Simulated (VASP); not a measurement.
A run of VASP 6.6.1 is set up as follows.

Contents of INCAR:

```
SYSTEM = As2Pt
  PREC = Accurate
  ENCUT = 600
  EDIFF = 1E-7
  ISMEAR = 0
  SIGMA = 0.03
  LREAL = .False.
  LASPH = .True.
  NELM = 80
  ALGO = Normal
  ISIF = 3
  LWAVE = .False.
  LCHARG = .False.
  GGA = CA
  IBRION = 2
  NSW = 90
  EDIFFG = -0.005
  KPAR = 4
```

The input KPOINTS:

```
regular mesh
0
Gamma
  6 6 6
  0 0 0
```

File POSCAR:

```
As2Pt                                   
1.0
    5.9512733343      0.0000000000      0.0000000000
    0.0000000000      5.9512733343     -0.0000000000
   -0.0000000000      0.0000000000      5.9512733343
  As              Pt            
     8     4
Direct
     0.3830144512342722    0.3830144512342722    0.3830144512342722
     0.1169855487657278    0.6169855487657278    0.8830144512342722
     0.8830144512342722    0.1169855487657278    0.6169855487657278
     0.6169855487657278    0.8830144512342722    0.1169855487657278
     0.6169855487657278    0.6169855487657278    0.6169855487657278
     0.8830144512342722    0.3830144512342722    0.1169855487657278
     0.1169855487657278    0.8830144512342722    0.3830144512342722
     0.3830144512342722    0.1169855487657278    0.8830144512342722
     0.0000000000000000    0.0000000000000000    0.0000000000000000
     0.5000000000000000    0.0000000000000000    0.5000000000000000
     0.5000000000000000    0.5000000000000000    0.0000000000000000
     0.0000000000000000    0.5000000000000000    0.5000000000000000
```

Potentials or basis: VASP PAW LDA potentials, release 64 (As, Pt).

Launch:

```console
$ cat potpaw_LDA.64/As/POTCAR potpaw_LDA.64/Pt/POTCAR > POTCAR
$ mpirun -np 4 vasp_std > vasp.out
```

Problem. Predict the band gap on the k mesh.

Solution. 0.29 eV, indirect (least direct gap 1.04 eV).

Final structure:
```
As Pt
1.0
     5.95127    0.00000    0.00000
     0.00000    5.95127    0.00000
     0.00000    0.00000    5.95127
As Pt
8 4
Direct
  0.38301 0.38301 0.38301
  0.11699 0.61699 0.88301
  0.88301 0.11699 0.61699
  0.61699 0.88301 0.11699
  0.61699 0.61699 0.61699
  0.88301 0.38301 0.11699
  0.11699 0.88301 0.38301
  0.38301 0.11699 0.88301
  0.00000 0.00000 0.00000
  0.50000 0.00000 0.50000
  0.50000 0.50000 0.00000
  0.00000 0.50000 0.50000
```

Caveat: the relaxation stopped at its first step, so nothing moved; spin-orbit coupling is left out, which moves the levels of the heavy elements. A k mesh can miss the band edges.
